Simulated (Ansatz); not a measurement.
Crystal: Mo.

```xyz
1
Lattice="-1.5838 1.5838 1.5838 1.5838 -1.5838 1.5838 1.5838 1.5838 -1.5838" Properties=species:S:1:pos:R:3 pbc="T T T"
Mo    0.0000    0.0000    0.0000
```

```yaml
Program: Ansatz 0.2.0
Task: relaxation of cell and atoms
Functional: PBEsol0
Potentials_or_basis: Ansatz PAW
Cutoff: "420 eV (not typed: the program's choice for these potentials)"
k_mesh: 6 × 6 × 6
Occupations: fermi-dirac, width 0.05 eV
Spin: no spin polarisation
```

At the start: volume 15.89 Å³/atom.

How do energy, volume and symmetry change on relaxing?

It ends after 5 steps and the volume is 15.06 Å³/atom (-5.2 %); space group Im-3m (No. 229, to 0.05 Å).

Step by step:
```csv
step,energy change (eV),largest force (eV/Å),volume (Å³)
1,0.0000,0.0000,15.89
2,-0.0396,0.0000,15.18
3,-0.0405,0.0000,15.05
4,-0.0405,0.0000,15.06
5,-0.0404,0.0000,15.06
```

Final structure:
```
Mo
1.0
    -1.55584    1.55584    1.55584
     1.55584   -1.55584    1.55584
     1.55584    1.55584   -1.55584
Mo
1
Direct
  0.00000 0.00000 0.00000
```

Caveat: the k mesh is coarse (spacing up to 0.47 Å⁻¹), so the values aren't converged, least of all with exact exchange; the plane-wave basis is chosen anew once the cell has moved, so the energies of steps on either side of that aren't comparable; the PAW data sets come from PBE, with cores solved anew for the run's functional, which leaves a small shift of forces and pressure.
